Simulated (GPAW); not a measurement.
TaS2:

```xyz
3
Lattice="3.3500 0.0000 0.0000 -1.6750 2.9012 0.0000 0.0000 0.0000 5.8600" Properties=species:S:1:pos:R:3 pbc="T T T"
Ta    0.0000    0.0000    0.0000
S     1.6750    0.9671    4.3950
S     0.0000    1.9341    1.4650
```

Program: GPAW 26.7.0. Alike in all runs: cell as given; cutoff (eV) 600. Hardware: 1 thread of Arm Neoverse V2 (shared host).

**Question.** Order these runs on this cell by their wall time, lowest first.
A. task band structure; level RPBE+D3(BJ); potentials or basis the program's PAW data sets (release 1.2.1) made for this functional, pw; spin SOC, no magnetisation; k mesh 7 × 7 × 4; smearing fermi-dirac 0.02 eV; band path GMKGALHA,LM,KH; band points 100; spin axis theta (degrees) 54.7; spin axis phi (degrees) 45; soc after scf second variation
B. task single point; level LDA; potentials or basis the program's PAW data sets (release 1.2.1) made for this functional, pw; spin off; k mesh 9 × 9 × 5; smearing gaussian 0.05 eV
C. task band structure; level r2SCAN; potentials or basis GPAW PAW data sets (gpaw-data 1.2.1), pw; spin off; k mesh 9 × 9 × 5; smearing fermi-dirac 0.05 eV; band path GMKGALHA,LM,KH; band points 100

**Answer.** B (33 s), A (71 s), C (220 s).

Caveats: spin-orbit coupling was added after a scalar SCF, so levels and gaps hold it while energy, forces, pressure and moments don't (some runs).

Runs at the PBE level aren't shown here.
